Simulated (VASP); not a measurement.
# Sn (Im-3m) in VASP: notebook, part 2 of 2

VASP 6.6.1. The steps go on from the part before.

## (4) Relaxation of cell and atoms, SCAN

INCAR reads:

```
SYSTEM = Sn
  PREC = Accurate
  ENCUT = 600
  EDIFF = 1E-6
  ISMEAR = 1
  SIGMA = 0.1
  LREAL = .FALSE.
  LASPH = .TRUE.
  NELM = 80
  ALGO = Normal
  ISIF = 3
  LWAVE = .FALSE.
  LCHARG = .FALSE.
  METAGGA = SCAN
  LMIXTAU = .TRUE.
  IBRION = 2
  NSW = 60
  EDIFFG = -0.01
```

KPOINTS reads:

```
Automatic mesh
0
G
  10 10 10
  0 0 0
```

POSCAR reads:

```
Sn
1.0
   -1.8946518192      1.8946518192      1.8946518192
    1.8946518192     -1.8946518192      1.8946518192
    1.8946518192      1.8946518192     -1.8946518192
Sn
1
Direct
    0.0000000000      0.0000000000      0.0000000000
```

Potentials or basis: VASP PAW PBE potentials, release 64 (Sn_d).

On the command line:

```
cat potpaw_PBE.64/Sn_d/POTCAR > POTCAR
mpirun -np 1 vasp_std > vasp.out
```

OUTCAR:

```text
SYSTEM = Sn
   PREC = Accurate
   ENCUT = 600
   EDIFF = 1E-6
   ISMEAR = 1
   LREAL = .FALSE.
   LASPH = .TRUE.
   NELM = 80
   ISIF = 3
   METAGGA = SCAN
   IBRION = 2
   NSW = 60
   EDIFFG = -0.01

 ion  position               nearest neighbor table
   1  0.000  0.000  0.000-

  LATTYP: Found a body centered cubic cell.
 ALAT       =     3.7893036384

  Lattice vectors:

 A1 = (  -1.8946518192,   1.8946518192,   1.8946518192)
 A2 = (   1.8946518192,  -1.8946518192,   1.8946518192)
 A3 = (   1.8946518192,   1.8946518192,  -1.8946518192)

Analysis of symmetry for initial positions (statically):
=====================================================================
 Subroutine PRICEL returns:
 Original cell was already a primitive cell.

 Routine SETGRP: Setting up the symmetry group for a
 body centered cubic supercell.

 Subroutine GETGRP returns: Found 48 space group operations
 (whereof 48 operations were pure point group operations)
 out of a pool of 48 trial point group operations.

The static configuration has the point symmetry O_h .

Analysis of symmetry for dynamics (positions and initial velocities):
=====================================================================
 Subroutine PRICEL returns:
 Original cell was already a primitive cell.

 Routine SETGRP: Setting up the symmetry group for a
 body centered cubic supercell.

 Subroutine GETGRP returns: Found 48 space group operations
 (whereof 48 operations were pure point group operations)
 out of a pool of 48 trial point group operations.

The dynamic configuration has the point symmetry O_h .

 Subroutine INISYM returns: Found 48 space group operations
 (whereof 48 operations are pure point group operations),
[... 123 lines left out ...]
   LEPSILON=     F    determine dielectric tensor
   LRPA    =     F    only Hartree local field effects (RPA)
 conjugate gradient relaxation of ions
 non-spin polarized calculation
 Methfessel and Paxton  Order N= 1 SIGMA  =   0.10
  energy-cutoff  :      600.00
  volume of cell :       27.20
 maximum number of plane-waves:       935
 NGX is ok and might be reduce to    28
   NGX = 13   NGY = 13   NGZ = 13

--------------------------------------- Ionic step        1  -------------------------------------------

 number of electron      13.9999996 magnetization

 Free energy of the ion-electron system (eV)
  ---------------------------------------------------
  ext. energy  EPLUGINS =         0.00000000
  ---------------------------------------------------
  free energy    TOTEN  =       -35.67157271 eV

  energy without entropy =      -35.67269188  energy(sigma->0) =      -35.67194577

------------------------ aborting loop because EDIFF is reached ----------------------------------------

  FORCE on cell =-STRESS in cart. coord.  units (eV):
  Direction    XX          YY          ZZ          XY          YZ          ZX
  --------------------------------------------------------------------------------------
  -------------------------------------------------------------------------------------
  Total       -0.1236548     -0.1236548     -0.1236548     -0.0000000     -0.0000000      0.0000000
  in kB       -7.2823821     -7.2823821     -7.2823821     -0.0000000     -0.0000000      0.0000000
  external PRESSURE =      -7.2823821 kB  Pullay stress =       0.0000000 kB
[... 57 lines left out ...]
--------------------------------------- Ionic step        3  -------------------------------------------

 number of electron      13.9999997 magnetization

 Free energy of the ion-electron system (eV)
  ---------------------------------------------------
  ext. energy  EPLUGINS =         0.00000000
  ---------------------------------------------------
  free energy    TOTEN  =       -35.67303872 eV

  energy without entropy =      -35.67370392  energy(sigma->0) =      -35.67326045

 E-fermi :   7.9975     XC(G=0): -11.5367

 val. band max:        7.9270832838   @ k =   0.2000   0.2000   0.0000
 cond. band min:       8.0271583750   @ k =   0.3000   0.0000   0.0000
 fundamental gap:      0.1000750911
 Fermi energy:         7.9974701357

 k-point     1 :       0.0000    0.0000    0.0000
  band No.  band energies     occupation
      1     -14.0137      2.00000
      2     -14.0135      2.00000
      3     -14.0135      2.00000
      4     -13.8492      2.00000
      5     -13.8492      2.00000
      6      -3.8973      2.00000
      7      16.4935      0.00000
      8      16.4940      0.00000
      9      16.4940      0.00000
     10      21.2343      0.00000
     11      21.2344      0.00000
[... 309 lines left out ...]
 k-point    24 :      -0.3000    0.3000    0.1000
  band No.  band energies     occupation
      1     -14.0239      2.00000
      2     -13.9719      2.00000
      3     -13.8883      2.00000
      4     -13.8609      2.00000
      5     -13.8442      2.00000
      6      -1.5391      2.00000
      7       8.2205     -0.00708
      8      12.0367      0.00000
      9      13.6776      0.00000
     10      17.9009      0.00000
     11      18.8245      0.00000

 [... further k-points ...]
[... 5 lines left out ...]
  --------------------------------------------------------------------------------------
  -------------------------------------------------------------------------------------
  Total        0.0077336      0.0077336      0.0077336     -0.0000000     -0.0000000     -0.0000000
  in kB        0.4632739      0.4632739      0.4632739     -0.0000000     -0.0000000     -0.0000000
  external PRESSURE =       0.4632739 kB  Pullay stress =       0.0000000 kB
[... 16 lines left out ...]
  FREE ENERGIE OF THE ION-ELECTRON SYSTEM (eV)
  ---------------------------------------------------
  free  energy   TOTEN  =       -35.6730387174 eV

  energy  without entropy=      -35.6737039201  energy(sigma->0) =      -35.67326045

 reached required accuracy - stopping structural energy minimisation
```

CONTCAR:

```text
Sn
   1.00000000000000
    -1.8839336695354794    1.8839336695354794    1.8839336695354794
     1.8839336695354794   -1.8839336695354794    1.8839336695354794
     1.8839336695354794    1.8839336695354794   -1.8839336695354794
  Sn
     1
Direct
     0.0000000000000000    0.0000000000000000    0.0000000000000000

  0.00000000E+00  0.00000000E+00  0.00000000E+00
```

It took 5.8 min on 1 thread of Intel Xeon Platinum 8488C (Sapphire Rapids), shared host; peak memory 0.18 GiB.

What came out:

- Free energy: -35.6730 eV
- Relaxed volume: 26.75 Å³/atom
- Relaxed cell: a = 3.263 Å, b = 3.263 Å, c = 3.263 Å, α = 109.47°, β = 109.47°, γ = 109.47°
- Space group after relaxing (to 0.05 Å): Im-3m (No. 229)
- Energy gained by relaxing: 1.5 meV/atom
- Ionic steps: 3
- Pressure after relaxing: 0.0 GPa
- Band gap on the k mesh: none (metal or under the smearing width)

The path:
| step | energy change (eV) | largest force (eV/Å) | pressure (GPa) | volume (Å³) |
| --- | --- | --- | --- | --- |
| 1 | 0.0000 | 0.0000 | -0.73 | 27.20 |
| 2 | -0.0015 | 0.0000 | 0.09 | 26.72 |
| 3 | -0.0015 | 0.0000 | 0.05 | 26.75 |

Final structure:
```xyz
1
Lattice="-1.8839 1.8839 1.8839 1.8839 -1.8839 1.8839 1.8839 1.8839 -1.8839" Properties=species:S:1:pos:R:3 pbc="T T T"
Sn    0.0000    0.0000    0.0000
```

Levels at points of the mesh, in eV from the Fermi level:
```tsv
k point	band 3	band 4	band 5	band 6	band 7	band 8	band 9	band 10	band 11
(0.00, 0.00, 0.00)	-22.01	-21.85	-21.85	-11.89	8.50	8.50	8.50	13.24	13.24
(0.50, 0.00, 0.00)	-21.86	-21.86	-21.74	-6.79	-4.75	3.74	5.96	8.95	8.96
(0.50, 0.50, 0.50)	-21.77	-21.77	-21.77	-2.37	-0.64	-0.64	-0.64	4.50	4.50
```

Caveat: the PAW data sets were made with another functional, which shifts forces and pressure a little.

## (5) For comparison

An earlier run on the cell as given: functional PBE; potentials or basis VASP PAW PBE potentials, release 64 (Sn_d); cutoff 520 eV; k mesh 10 × 10 × 10; occupations fermi-dirac, width 0.05 eV; no spin polarisation.

- Pressure: 0.6 GPa
- Band gap on the k mesh: none (metal or under the smearing width)

## (6) The runs side by side

```tsv
task	level	cell	k mesh	cutoff (eV)	smearing	grid for exact exchange (PRECFOCK)	exchange at q = 0	mesh quality	gap on the mesh (eV)	pressure (GPa)	relaxed volume (Å³/atom)
relaxation of cell and atoms	B3LYP+D4	relaxed	5 × 5 × 5	600	methfessel-paxton 0.2 eV	Fast	truncated	coarse	none	0.0	29.64
relaxation of cell and atoms	r2SCAN	relaxed	10 × 10 × 10	600	methfessel-paxton 0.1 eV	-	-	not flagged	none	0.0	26.78
relaxation of cell and atoms	SCAN	relaxed	10 × 10 × 10	600	methfessel-paxton 0.1 eV	-	-	not flagged	none	0.0	26.75
single point	PBE	as given	10 × 10 × 10	520	fermi-dirac 0.05 eV	-	-	not flagged	none	0.6	-
```

Alike in all rows: potentials or basis VASP PAW PBE potentials, release 64 (Sn_d); no spin polarisation.

Caveats: some runs use coarse meshes; the PAW data sets were made with another functional, which shifts forces and pressure a little (some runs); pairwise dispersion overbinds metals, which lowers pressure and volume (some runs).

Total energies depend on the potentials used, so only differences within one code and one set of settings carry meaning.
